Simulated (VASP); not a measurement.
VASP 6.6.1 run: Ge

INCAR

```
ENCUT = 520
EDIFF = 1E-7
LCHARG = .FALSE.
NELM = 77
ISMEAR = -1
GGA = PE
SIGMA = 0.02
NBANDS = 21
IBRION = -1
IVDW = 12
LWAVE = .FALSE.
LREAL = .FALSE.
ISYM = -1
ISIF = 2
LASPH = .TRUE.
PREC = Accurate
NSW = 0
```

KPOINTS

```
KPOINTS created by Atomic Simulation Environment
0
Gamma
4 4 4
0 0 0
```

POSCAR

```
Ge
 1.0000000000000000
     0.0000000000000000    2.6967319606000002    2.9332246577999999
     2.6967319606000002    0.0000000000000000    2.9332246577999999
     2.6967319606000002    2.6967319606000002    0.0000000000000000
 Ge
   2
Cartesian
  0.0000000000000000  0.0000000000000000  0.0000000000000000
  1.3483659802999999  1.3483659802999999  1.4666123288999997
```

The recommended PBE PAW datasets give the neutral cell 28 valence electrons.

Command

```
mpirun -np 1 vasp_std
```

OSZICAR

```
N       E                     dE             d eps       ncg     rms          rms(c)
DAV:   1     0.186835553707E+03    0.18684E+03   -0.14365E+04  3055   0.371E+03
DAV:   2     0.180356942271E+02   -0.16880E+03   -0.16353E+03  2708   0.623E+02
DAV:   3    -0.786005603456E+01   -0.25896E+02   -0.25700E+02  3023   0.142E+02
DAV:   4    -0.870118009857E+01   -0.84112E+00   -0.84016E+00  3148   0.298E+01
DAV:   5    -0.871489107078E+01   -0.13711E-01   -0.13710E-01  2996   0.410E+00    0.355E+00
DAV:   6    -0.863434473427E+01    0.80546E-01   -0.27225E-02  3182   0.143E+00    0.209E+00
DAV:   7    -0.859603146406E+01    0.38313E-01   -0.62311E-02  3196   0.209E+00    0.142E-01
DAV:   8    -0.859815065378E+01   -0.21192E-02   -0.63160E-03  2978   0.925E-01    0.404E-02
DAV:   9    -0.859830463256E+01   -0.15398E-03   -0.23038E-04  3516   0.352E-01    0.139E-02
DAV:  10    -0.859830779349E+01   -0.31609E-05   -0.27529E-05  3673   0.132E-01    0.645E-03
DAV:  11    -0.859830915142E+01   -0.13579E-05   -0.58015E-06  2935   0.712E-02    0.213E-03
DAV:  12    -0.859830942336E+01   -0.27194E-06   -0.14383E-06  4338   0.587E-02    0.923E-04
DAV:  13    -0.859830941034E+01    0.13021E-07   -0.11948E-07  2297   0.609E-03
   1 F= -.92301550E+01 E0= -.92290848E+01  d E =-.214046E-02
```

From OUTCAR

```
k-points           NKPTS =     64   k-points in BZ     NKDIM =     64   number of bands    NBANDS=     21

   NELECT =      28.0000    total number of electrons

   dimension x,y,z NGX =    30 NGY =   30 NGZ =   28
   dimension x,y,z NGXF=    60 NGYF=   60 NGZF=   56

  energy-cutoff  :      520.00
  volume of cell :       42.66
      direct lattice vectors                 reciprocal lattice vectors
     0.000000000  2.696731961  2.933224658    -0.185409602  0.185409602  0.170460861
     2.696731961  0.000000000  2.933224658     0.185409602 -0.185409602  0.170460861
     2.696731961  2.696731961  0.000000000     0.185409602  0.185409602 -0.170460861

 k-points in reciprocal lattice and weights: KPOINTS created by Atomic Simulation Env
   0.00000000  0.00000000  0.00000000       0.016
   0.25000000  0.00000000  0.00000000       0.016
   0.50000000  0.00000000  0.00000000       0.016
  -0.25000000  0.00000000  0.00000000       0.016
   0.00000000  0.25000000  0.00000000       0.016
   0.25000000  0.25000000  0.00000000       0.016
   0.50000000  0.25000000  0.00000000       0.016
  -0.25000000  0.25000000  0.00000000       0.016
   ...

 E-fermi :   5.8312

 k-point     1 :       0.0000    0.0000    0.0000
  band No.  band energies     occupation
      1     -19.2807      2.00000
      2     -19.2807      2.00000
      3     -19.2577      2.00000
      4     -19.2381      2.00000
      5     -19.2276      2.00000
      6     -19.0175      2.00000
      7     -18.9849      2.00000
      8     -18.9800      2.00000
      9     -18.9799      2.00000
     10     -18.9632      2.00000
     11      -7.6099      2.00000
     12       5.1302      2.00000
     13       5.8739      0.21102
     14       5.8739      0.21099
     15       6.1384      0.00000
     16       8.0909      0.00000
     17       8.0909      0.00000
     18       8.4967      0.00000
     19      12.2234      0.00000
     20      14.2220      0.00000
     21      15.2723      0.00000

 k-point     2 :       0.2500    0.0000    0.0000
  band No.  band energies     occupation
      1     -19.3039      2.00000
      2     -19.2843      2.00000
      3     -19.2673      2.00000
      4     -19.1976      2.00000
      5     -19.1976      2.00000
      6     -19.0324      2.00000
      7     -19.0244      2.00000
      8     -18.9909      2.00000
      9     -18.9582      2.00000
     10     -18.9426      2.00000
     11      -6.8201      2.00000
     12       0.8144      2.00000
     13       4.3496      2.00000
     14       5.0202      2.00000
     15       6.4025      0.00000
     16       9.2859      0.00000
     17       9.3913      0.00000
     18      11.5931      0.00000
     19      13.4690      0.00000
     20      14.3014      0.00000
     21      14.3194      0.00000

 ...

  Total       2.30743     2.30742     0.83867    -0.00076    -0.00052    -0.00051
  in kB      86.65383    86.65368    31.49563    -0.02838    -0.01944    -0.01908
  external pressure =       68.27 kB  Pullay stress =        0.00 kB

 POSITION                                       TOTAL-FORCE (eV/Angst)
 -----------------------------------------------------------------------------------
      0.00000      0.00000      0.00000         0.000032      0.000033      0.000069
      1.34837      1.34837      1.46661        -0.000032     -0.000033     -0.000069
 -----------------------------------------------------------------------------------
    total drift:                               -0.000002     -0.000008      0.000006

  FREE ENERGIE OF THE ION-ELECTRON SYSTEM (eV)
  ---------------------------------------------------
  free  energy   TOTEN  =        -9.2301550373 eV

  energy  without entropy=       -9.2280145738  energy(sigma->0) =       -9.22908481
```

It converged. Results: gap between bands v and c on the k mesh -0.04 eV (bands overlap: a metal); least direct gap on the k mesh 0.26 eV; pressure 6.8 GPa. Band v is the last that the valence electrons fill when counted band by band, and c is the next.

For comparison, a separate PBE run of the intended cell, on usual settings and not on those above, gives a gap of -0.04 eV on its mesh and a pressure of 8.6 GPa.

The run above took about 22 s on one core of a shared host (Intel Xeon 6975P-C) and held 0.19 GiB at most.
